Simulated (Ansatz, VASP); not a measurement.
**Two plane-wave programs on Na**

```
CELL_PARAMETERS angstrom
4.19532 0.00000 0.00000
0.00000 4.19532 0.00000
0.00000 0.00000 18.19532
ATOMIC_POSITIONS crystal
Na 0.50000 0.50000 0.38471
Na 0.00000 0.00000 0.50000
Na 0.50000 0.50000 0.61529
```

Alike in both runs: functional PBE; k mesh 7 × 7 × 1; occupations gaussian, width 0.1 eV; no spin polarisation.

Ansatz relaxed the structure, and its values are those at the end. VASP's run is a single point on that final structure, the one shown.

```csv
,VASP,Ansatz
version,VASP 6.6.1,Ansatz 0.2.0
potentials or method,"VASP PAW PBE potentials, release 64 (Na_pv)","scalar-relativistic, plane waves, PAW"
plane-wave cutoff (eV),520,420
valence electrons in the cell,21,27
```

```csv
,VASP,Ansatz,Ansatz less VASP
gap on the k mesh at the Fermi level (eV),none,none,-
rms of the force components (eV/Å),0.003,0.003,+0.0001
"work function, face that differs most (eV)",2.36,2.50,+0.139
```

A gap of «none» marks a metal or a gap that the smearing closes. The functional is the same, so the differences come from potentials, cutoffs and numerics. The two sets of potentials don't hold the same shells in valence. Ansatz warned: «xc_potential_rough_in_thin_density».
